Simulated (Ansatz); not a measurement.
An Ansatz input (plane waves, PAW) for La2O3 that has something wrong with it:

```yaml
crystal:
  lattice:
    - [6.356119112389, 0.0, 0.0]
    - [-3.178059556195, 5.504560620809, 0.0]
    - [0.0, 0.0, 3.2772022344]
  atoms:
    - { symbol: La, position: [0.3333333333333, 0.6666666666667, 0.4996304117] }
    - { symbol: La, position: [0.6666666666667, 0.3333333333333, 0.5003695883] }
    - { symbol: O, position: [0.5, 0.5, 0.0] }
    - { symbol: O, position: [0.5, 0.0, 0.0] }
    - { symbol: O, position: [0.0, 0.5, 0.0] }
basis:
  ecutwfc: 500
  ecutrho_ratio: 1
kpoints:
  mp_grid: { grid: [4, 4, 8] }
hamiltonian:
  xc: r2scan
scf:
  occupations: { method: gaussian, width: 0.05 }
  max_iter: 50
output:
  forces: true
  stress: true
```

Launched as:
```sh
ansatz run input.yaml --threads 4 --pin off --max-ram 8192MiB --backend cpu --events-out ev --progress --plain --runs-dir out
```

What is wrong with it?

A density cutoff of only 1 times the waves' cutoff, where the density, a product of two waves, needs 4 times. Against the sound input: basis.ecutrho_ratio: 4 → 1 (the cap on iterations is only a precaution).

What the program printed:

```
Warning: basis.ecutrho_ratio = 1 (ecutrho = 500 eV) is below the records' recommended 2000 eV
```

SCF trace (energy estimate counted from the last row):
```
iteration   ΔE (eV)  density residual (eV)
        1     0.033                4.60e-1
        2  -3.2e-03                4.01e-2
        3   1.7e-03                6.68e-3
        4   2.2e-04                3.25e-4
        5   8.0e-06                1.99e-5
        6  -1.0e-06                8.85e-7
        7     0.000                4.40e-8
```

```
SCF 1 converged in 7 iterations: F = -14245.453054 eV  dr2 = 4.40e-8
SCF converged after 7 iterations
Free energy (F): -14245.453054 eV
E sigma→0 (E₀):  -14245.453054 eV
Fermi energy:    6.565035 eV
--- Forces (eV/Å), atoms counted from 1 ---
  atom   1  La     0.00000000     0.00000000     0.00263365
  atom   2  La     0.00000000     0.00000000    -0.00263365
  atom   3  O      0.00000000     0.00000000     0.00000000
  atom   4  O      0.00000000     0.00000000     0.00000000
  atom   5  O      0.00000000     0.00000000     0.00000000
--- Stress (GPa, compression-positive) ---
        1.527243       0.000000       0.000000
        0.000000       1.527243       0.000000
        0.000000       0.000000       1.937385
  P = ⅓ Tr σ = 1.6640 GPa (16.640 kbar)
settings of this run that can trade accuracy for cost: basis.ecutrho_ratio < 4. Do not mix this run's numbers with those of runs without the same settings; the input reference describes each key
```

The run converged all the same; its warnings (cutoff below recommended) point to the fault. Its energy lies -211 meV/atom from the sound one. It ran for 2.7 s on 4 threads of Intel(R) Xeon(R) CPU @ 2.80GHz (Skylake/Cascade Lake), with other jobs on the host, peak memory 0.62 GiB. The run before the change (r²SCAN, 500 eV, 4×4×8 mesh) gave:

```tsv
run	P (GPa)	gap on the mesh (eV)	cell moment (μB)	largest force component (eV/Å)
sound	0.0	1.92	–	0.003
spoiled	1.7	1.93	–	0.003
```

The chain of runs began from a cell as deposited in COD, expanded in volume.

Of that run: Semilocal functionals underestimate band gaps, commonly by a third or more. The program warned that the potential is rough where the density is thin (voids or gaps), so long spacings are poorly fixed.
